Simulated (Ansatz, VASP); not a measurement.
One calculation of Yb, two programs

INCAR

```
PREC     = Accurate       # precision mode
ENCUT    = 520            # plane-wave cutoff, eV
EDIFF    = 1E-7           # SCF threshold, eV
ISMEAR   = -1             # smearing method
SIGMA    = 0.08           # smearing width, eV
LREAL    = False          # projectors in reciprocal space
LASPH    = True           # aspherical terms in the spheres
NELM     = 80             # most SCF steps
ALGO     = Normal         # electronic algorithm
ISIF     = 2              # what is computed and relaxed
LWAVE    = False          # write WAVECAR
LCHARG   = True           # write CHGCAR
GGA      = PE             # functional
LELF     = True           # ELF
LVHAR    = True         
NBANDS   = 18             # bands
```

Contents of KPOINTS:

```
regular mesh
0
Gamma
  14 14 14
```

The input POSCAR:

```
Yb
1.0
    0.0000000000      2.2026964183      2.2026964183
    2.2026964183      0.0000000000      2.2026964183
    2.2026964183      2.2026964183      0.0000000000
Yb
1
Direct
    0.0000000000      0.0000000000      0.0000000000
```

Input for Ansatz:

```yaml
crystal:
  lattice:
    - [0.0, 2.2026964183, 2.2026964183]
    - [2.2026964183, 0.0, 2.2026964183]
    - [2.2026964183, 2.2026964183, 0.0]
  atoms:
    - { symbol: Yb, position: [0.0, 0.0, 0.0] }
kpoints:
  mp_grid: { grid: [14, 14, 14] }
  band_path:
    path:
      - [0.0, 0.0, 0.0]
      - [0.5, 0.0, 0.5]
      - [0.625, 0.25, 0.625]
      - [0.375, 0.375, 0.75]
      - [0.0, 0.0, 0.0]
      - [0.5, 0.5, 0.5]
      - [0.5, 0.25, 0.75]
      - [0.5, 0.0, 0.5]
    npoints: 8
scf:
  occupations: { method: fermi_dirac, width: 0.08 }
hamiltonian:
  xc: pbe
  pseudopotentials: { kind: all_electron, lapw: { basis_error: 0.001 } }
output:
  forces: true
  stress: true
  eigenvalues: true
  populations: true
  dos: { projected: true, de: 0.2, e_range: [-14, 8] }
```

Change from the starting cell: volume scaled by 0.6, LAPW.

Alike in both runs: task single point; functional PBE; k mesh 14 × 14 × 14; occupations fermi-dirac, width 0.08 eV; no spin polarisation.

```csv
,VASP,Ansatz
version,VASP 6.6.1,Ansatz 0.2.0
potentials or method,"VASP PAW PBE potentials, release 64 (Yb)","all-electron LAPW, scalar-relativistic"
plane-wave cutoff (eV),520,see its input
```

```tsv
	VASP	Ansatz	Ansatz less VASP
pressure (GPa)	23.3	23.2	-0.05
```

Ansatz ran all-electron here, so the differences hold the error of VASP's frozen core and of both bases.

Caveats: so large a pressure means that the cell lies far from this level's equilibrium, or that cutoff or potentials fall short (VASP). Spin polarisation is off, so any magnetic state and its effect on volume and gap are missing. Spin-orbit coupling is left out, which matters for the levels of Yb.
